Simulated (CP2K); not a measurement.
The system is BP.

```xyz
2
Lattice="3.2089 0.0000 0.0000 1.6044 2.7789 0.0000 1.6044 0.9263 2.6200" Properties=species:S:1:pos:R:3 pbc="T T T"
P     4.8133    2.7789    1.9650
B     0.0000    0.0000    0.0000
```

Base run:

| Item | Value |
| --- | --- |
| Program | CP2K 2026.2 |
| Functional | PBE |
| Potentials or basis | all electrons (GAPW); pob-TZVP-rev2 basis |
| Density cutoff | 6803 eV |
| k mesh | 10 × 10 × 10 |
| Occupations | fermi-dirac, width 0.05 eV |
| Spin | no spin polarisation |

Its results: band gap on the k mesh 1.40 eV, indirect (least direct gap 3.39 eV); pressure 2.7 GPa.

**Question.** The run is repeated on the same cell with these changes: potentials or basis from all electrons (GAPW); pob-TZVP-rev2 basis to all electrons (GAPW); pob-DZVP-rev2 basis; basis sets from P pob-TZVP-rev2, B pob-TZVP-rev2 to P pob-DZVP-rev2, B pob-DZVP-rev2. What comes out?

**Answer.** Band gap on the k mesh 1.56 eV, indirect (least direct gap 3.43 eV); pressure 0.0 GPa.

Caveats: the basis of atomic orbitals isn't converged, which shifts pressures, moduli and gaps.
